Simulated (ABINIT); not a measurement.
An input for ABINIT 10.8.3 (AlN (P6_3mc)):

```
acell 3*1.0 Angstrom
rprim 
  3.113000000011 -0.000000000003 0.000000000000
  -1.556500000003 2.695937081992 0.000000000000
  0.000000000000 0.000000000000 4.981000000000
ntypat 2
znucl 13 7
natom 4
typat 1 1 2 2
xred 
  0.333333333333 0.666666666667 0.000000000000
  0.666666666667 0.333333333333 0.500000000000
  0.333333333333 0.666666666667 0.380000000000
  0.666666666667 0.333333333333 0.880000000000
pp_dirpath "pseudos"
pseudos "Al.upf, N.upf"
ecut 36
ngkpt 6 6 4
nshiftk 1
shiftk 0 0 0
kptopt 1
chksymbreak 0
istwfk *1
occopt 1
irdwfk 1
optdriver 3
nband 151
ecuteps 6.6
inclvkb 2
awtr 1
symchi 1
gwcalctyp 2
nfreqre 16
freqremax 40 eV
nfreqim 8
spmeth 1
nomegasf 120
indata_prefix "in"
outdata_prefix "out"
tmpdata_prefix "tmp"
```

The database entry behind the starting cell differs from later determinations by our own check (inner coordinate u about 0.002 short), so it need not match the best structure at ambient conditions.

```sh
OMP_NUM_THREADS=1 mpirun -n 4 abinit run.abi > log
```

Question: How long will it take on 4 MPI ranks of Arm Neoverse V2, shared host, and how much memory?

It took 3.6 min; on shared hardware allow 1.8 min to 7.2 min. Peak host memory was 1.6 GiB.

[Paths, hosts, dates, memory and timing lines, banners, echoed tables and standing remarks are left out of the program output.]

[Logs are printed without paths, hosts, clocks, repeated set-up lines and the standing remarks that a program may print on its own settings, such as how far it seeks lower states.]

[Runs of the session that timed out or met a known fault of the program may be left out.]

[Hosts, paths, dates, database ids (printed as entryN), source tags and the programs' standing remarks are cut or masked in the printed files.]

[G0W0 gaps are taken among the corrected bands and points alone; a level outside them can change the order at an edge.]

[Where Ansatz stands beside ABINIT at settings called matched, ABINIT's density can come from a denser mesh and the files from another edition; pairs whose starting gaps differed by over 0.03 eV were left out, so agreement reads better than it is.]
